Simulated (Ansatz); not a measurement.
**MgSe: one crystal by all-electron and frozen-core methods**

Aim: solve MgSe at one geometry with LAPW, all electrons, frozen-core PAW and all-electron PAW on datasets made for the crystal, and see where they agree.

The COD entry's cell or inner coordinates are ideal or old and differ from later refinements, so a difference from it is no clean test against experiment.

Program: Ansatz 0.2.0. Level of theory: DFT PBE, scalar-relativistic. These are calculated values, not measurements.

## (1) Starting point

The structure is cubic, space group Fm-3m (No. 225). The conventional cell has a = 5.451 Å, b = 5.451 Å, c = 5.451 Å, α = 90.00°, β = 90.00°, γ = 90.00°. Mg (site symmetry m-3m) is surrounded by 6 Se at 2.73 Å. Around Se (site symmetry m-3m) lie 6 Mg at 2.73 Å.

Structure file:

```
CELL_PARAMETERS angstrom
0.00000 2.72550 2.72550
2.72550 0.00000 2.72550
2.72550 2.72550 0.00000
ATOMIC_POSITIONS crystal
Mg 0.00000 0.00000 0.00000
Se 0.50000 0.50000 0.50000
```

Structure: COD 9008673, as refined from experiment and not relaxed.

Atoms are numbered in the order of the input: Mg1, Se2.

## (2) LAPW, all electrons

File input.yaml:

```yaml
crystal:
  lattice:
    - [0.0, 2.7255, 2.7255]
    - [2.7255, 0.0, 2.7255]
    - [2.7255, 2.7255, 0.0]
  atoms:
    - { symbol: Mg, position: [0.0, 0.0, 0.0] }
    - { symbol: Se, position: [0.5, 0.5, 0.5] }
kpoints:
  mp_grid: { grid: [8, 8, 8] }
  band_path:
    path:
      - [0.0, 0.0, 0.0]
      - [0.5, 0.0, 0.5]
      - [0.625, 0.25, 0.625]
      - [0.375, 0.375, 0.75]
      - [0.0, 0.0, 0.0]
      - [0.5, 0.5, 0.5]
      - [0.5, 0.25, 0.75]
      - [0.5, 0.0, 0.5]
    npoints: 14
scf:
  occupations: { method: fermi_dirac, width: 0.02 }
hamiltonian:
  xc: pbe
  pseudopotentials: { kind: all_electron, lapw: { basis_error: 0.001 } }
output:
  forces: true
  stress: true
  eigenvalues: true
  fatbands: true
  populations: true
  dos: { projected: true, de: 0.2, e_range: [-14, 8] }
```

Run with:

```
ansatz run input.yaml --threads 1 --pin off --max-ram 2048MiB --backend cpu --events-out ev --progress --plain --runs-dir out
```

## (3) Frozen-core PAW

input.yaml, as its differences from that of step 2:

```diff
@@ -25,3 +25,3 @@
   xc: pbe
-  pseudopotentials: { kind: all_electron, lapw: { basis_error: 0.001 } }
+  pseudopotentials: { kind: paw }
 output:
@@ -30,4 +30,9 @@
   eigenvalues: true
-  fatbands: true
+  efg: { contact_densities: true }
   populations: true
+  bader: true
   dos: { projected: true, de: 0.2, e_range: [-14, 8] }
+  write_density: true
+  write_potential: true
+  elf: true
+  volumetric_format: npy
```

## (4) All-electron PAW on datasets made for the crystal

input.yaml, as its differences from that of step 3:

```diff
@@ -20,3 +20,3 @@
       - [0.5, 0.0, 0.5]
-    npoints: 14
+    npoints: 8
 scf:
@@ -25,3 +25,3 @@
   xc: pbe
-  pseudopotentials: { kind: paw }
+  pseudopotentials: { kind: all_electron, datasets: crystal }
 output:
@@ -31,8 +31 @@
   efg: { contact_densities: true }
-  populations: true
-  bader: true
-  dos: { projected: true, de: 0.2, e_range: [-14, 8] }
-  write_density: true
-  write_potential: true
-  elf: true
-  volumetric_format: npy
```

(Steps that only read results are left out.)

What does the calculation give? Wanted: pressure; gap; Bader charges; highest ELF.

The runs gave:

```
           quantity                                           value
           pressure  LAPW 2.03, PAW 2.03, crystal datasets 2.02 GPa
         gap (LAPW)                   1.82 eV, indirect from Γ to X
Bader charges (PAW)                          Mg1 +1.64, Se2 -1.64 e
  highest ELF (PAW)                            0.82, 0.97 Å from Se
```

The pressure of 2.0 GPa pushes the cell to expand, with the atoms held in place. A gap opens: 1.82 eV, indirect from Γ to X. It is the Kohn-Sham gap of a semilocal functional, which mostly lies below the gap found in experiment. Se 4p states make 99 % of the projected weight in the top eV of the valence band. The projection holds only the free atom's occupied shells (Mg 3s, Se 4s, Se 4p in this range). In pressure, PAW differs from LAPW by less than 0.01 GPa and less than 0.01 eV in the gap.
